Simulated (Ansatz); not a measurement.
**Stress against strain in MoS₂**

```
CELL_PARAMETERS angstrom
1.58150 0.91308 6.12333
-1.58150 0.91308 6.12333
0.00000 -1.82616 6.12333
ATOMIC_POSITIONS crystal
Mo 0.00000 0.00000 0.00000
S 0.74840 0.74840 0.74840
S 0.58490 0.58490 0.58490
```

Atom numbers follow the list: Mo1, S2, S3.

The geometry is COD entry 9007661, unchecked; take it as a test cell.

Computed with DFT, PBE, all-electron LAPW, scalar-relativistic (Ansatz 0.2.0).

Settings: a Γ-centred 13×13×13 k mesh, Fermi–Dirac smearing of 0.05 eV, basis error target 0.5 meV/atom, no spin polarisation.

The strain is applied along the Cartesian axes of the cell as listed (the other components stay zero). Fractional coordinates are held (clamped ions).

σ is the change of stress from the unstrained cell, which is at 9.29 GPa; tension is positive, so slopes are stress–strain coefficients at that pressure.

Only quantities that a quadratic follows smoothly over the whole series are listed; rougher ones are left out.

```
    εzz  σzz (GPa)  σxx (GPa)
-0.0300     -10.01      -4.08
-0.0100      -3.21      -1.27
 0.0000       0.00       0.00
 0.0100       3.09       1.19
 0.0200       6.06       2.31
 0.0300       8.91       3.36
```

(1) Fit the series and read off the stiffness at zero strain.

(2) One run, at εzz = -0.0200, is withheld. Predict its row.

## Answers

(1) Least-squares fits y = p0 + p1 x + p2 x² to the rows give σzz (GPa): p1 = 315, p2 = -610; σxx (GPa): p1 = 124, p2 = -400. So C33 = 315 GPa and C13 = 124 GPa, for these axes.

(2) The fits give -6.55, -2.64; the run gave -6.55, -2.63.
